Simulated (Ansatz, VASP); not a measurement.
**One calculation of SnSe, two programs**

```
Sn Se
1.0
     4.76743    0.00000    0.00000
     0.00000    4.76743    0.00000
     0.00000    0.00000   10.99069
Sn Se
2 2
Direct
  0.50000 0.00000 0.37223
  0.00000 0.50000 0.62777
  0.50000 0.00000 0.61604
  0.00000 0.50000 0.38396
```

Change from the starting cell: strain +0.1125 x Voigt [1, 1, 0, 0, 0, 0], atoms carried along.

Alike in both runs: task single point; functional PBE; dispersion D3(BJ); k mesh 6 × 6 × 4; occupations gaussian, width 0.05 eV; no spin polarisation.

|  | VASP | Ansatz |
| --- | --- | --- |
| version | VASP 6.6.1 | Ansatz 0.2.0 |
| potentials or method | VASP PAW PBE potentials, release 64 (Sn_d, Se) | scalar-relativistic, plane waves, PAW |
| plane-wave cutoff (eV) | 520 | 420 |
| valence electrons in the cell | 40 | 60 |

|  | VASP | Ansatz | Ansatz less VASP |
| --- | --- | --- | --- |
| gap on the k mesh at the Fermi level (eV) | 1.50 | 1.50 | +0.003 |
| least direct gap on the mesh (eV) | 1.50 | 1.50 | +0.003 |
| rms of the force components (eV/Å) | 0.201 | 0.207 | +0.0061 |

Atom by atom the forces differ by 0.007 eV/Å (rms over components). The two sets of potentials don't hold the same shells in valence.

Caveats: spin-orbit coupling is left out, which moves the levels of the heavy elements.
